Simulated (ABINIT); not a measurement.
Crystal: Ga.

```
CELL_PARAMETERS angstrom
1.38300 -4.02650 0.00000
1.38300 4.02650 0.00000
-0.11745 0.00000 3.32993
ATOMIC_POSITIONS crystal
Ga 0.13100 0.86900 0.75000
Ga 0.86900 0.13100 0.25000
```

This isn't the form of Ga at room conditions, which is orthorhombic.

```yaml
Program: ABINIT 10.8.3 (patched build)
Task: relaxation of cell and atoms
Functional: PBE
Potentials_or_basis: JTH PAW PBE v2.0
Cutoff: 463 eV
k_mesh: 6 × 6 × 5
Occupations: fermi-dirac, width 0.05 eV
Spin: no spin polarisation
```

At the start: pressure 1.8 GPa; volume 18.54 Å³/atom.

Task: How do energy, volume and symmetry change on relaxing?

Result: Over 7 steps the energy falls by 31.1 meV/atom and the volume is 19.29 Å³/atom (+4.0 %); space group C2/c (No. 15, to 0.05 Å).

Step by step:
```csv
step,energy change (eV),largest force (eV/Å),pressure (GPa),volume (Å³)
1,0.0000,0.1766,1.79,37.09
2,-0.0047,0.1628,1.56,37.25
3,-0.0389,0.0642,-1.35,39.58
4,-0.0436,0.0218,-1.96,40.15
5,-0.0481,0.0078,-1.89,40.05
6,-0.0587,0.0518,-0.11,38.68
7,-0.0623,0.0020,-0.15,38.58
```

Final structure:
```
Ga
1.0
     1.49147   -3.89727    0.01203
     1.49147    3.89727    0.01203
    -0.09843    0.00000    3.31761
Ga
2
Direct
  0.13824 0.86176 0.75000
  0.86176 0.13824 0.25000
```

Caveat: the k mesh is coarse (spacing up to 0.40 Å⁻¹), so the values aren't converged; the log and the count of SCF iterations are those of the last ABINIT call alone.
